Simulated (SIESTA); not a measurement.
The system is SnO2.

```
CELL_PARAMETERS angstrom
4.78800 0.00000 0.00000
0.00000 4.86658 0.00000
0.00000 0.00000 3.24090
ATOMIC_POSITIONS crystal
Sn 0.00000 0.00000 0.00000
Sn 0.50000 0.50000 0.50000
O 0.70815 0.67896 0.00000
O 0.20814 0.82104 0.50000
O 0.79185 0.17896 0.50000
O 0.29185 0.32104 0.00000
```

The cell is a database's computed one.

Base run:

| Property | Result |
| --- | --- |
| Program | SIESTA 5.4.2 |
| Functional | LDA |
| Potentials or basis | PseudoDojo 0.4 standard (LDA files) |
| Basis | DZP (energy shift 0.003 Ry; two zetas on semicore shells) |
| Grid cutoff | 800 Ry |
| Energy shift | 0.003 Ry |
| k mesh | 6 × 6 × 8 |
| Occupations | fermi-dirac, width 0.05 eV |
| Spin | no spin polarisation |

Its results: band gap on the k mesh 0.52 eV, indirect (least direct gap 0.54 eV); pressure -6.2 GPa; largest force 0.148 eV/Å.

Q: The run is repeated on the same cell with these changes: functional from LDA to PBEsol; potentials or basis from PseudoDojo 0.4 standard (LDA files) to PseudoDojo 0.4 standard (PBEsol files). What comes out?

A: Band gap on the k mesh 0.55 eV, indirect (least direct gap 0.56 eV); pressure -0.8 GPa; largest force 0.084 eV/Å.

Caveats: spin-orbit coupling is left out, which moves the levels of the heavy elements; the basis of atomic orbitals isn't converged, which shifts pressures, moduli and gaps.
